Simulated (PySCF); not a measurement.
Unrelated species, one level of theory. Computed with PySCF 2.14.0, density-fitted response routines, TDDFT PBE0/def2-SVPD, vertical, gas phase, core orbitals frozen in the response. Geometries: GFN2-xTB; one conformer of each isolated species. Triplets are in the Tamm–Dancoff approximation.

Question: Rank by computed S1–T1 gap, highest first.
A. `C#CCC#CC(F)F` (C6H4F2)
B. `OCCO` (C2H6O2)
C. `C1=C\C=C/C=C\C=C/1` (C8H8)
D. `O=C(F)C1(C(F)(F)F)CC1` (C5H4F4O)
E. `[H]/N=C/C(=C\C=C)[SiH2]Cl` (C5H8ClNSi)
F. `C/C=C(/C(=O)F)C(F)(F)F` (C5H4F4O)

Answer: E (1.69 eV), F (1.36 eV), A (1.16 eV), C (0.95 eV), D (0.56 eV), B (0.30 eV).

| SMILES | S1−T1 (eV) | S1 (eV) | T1 (eV) | S1 mainly | T1 mainly | f(S1) |
| --- | --- | --- | --- | --- | --- | --- |
| [H]/N=C/C(=C\C=C)[SiH2]Cl | 1.69 | 4.33 | 2.63 | H-1→L (95%) | H→L (95%) | 0.000 |
| C/C=C(/C(=O)F)C(F)(F)F | 1.36 | 5.12 | 3.76 | H-1→L (96%) | H→L (95%) | 0.000 |
| C#CCC#CC(F)F | 1.16 | 6.35 | 5.18 | H-1→L+1 (38%) | H-2→L+1 (33%) | 0.000 |
| C1=C\C=C/C=C\C=C/1 | 0.95 | 3.99 | 3.04 | H→L (100%) | H→L (90%) | 0.000 |
| O=C(F)C1(C(F)(F)F)CC1 | 0.56 | 6.14 | 5.58 | H→L (98%) | H→L (97%) | 0.000 |
| OCCO | 0.30 | 7.05 | 6.75 | H→L (87%) | H-1→L (93%) | 0.011 |

H and L stand for HOMO and LUMO. For `[H]/N=C/C(=C\C=C)[SiH2]Cl`, `C/C=C(/C(=O)F)C(F)(F)F`, `C#CCC#CC(F)F` and `OCCO` the leading configurations of S1 and T1 differ. Singlets come from full response and triplets from the Tamm–Dancoff approximation.
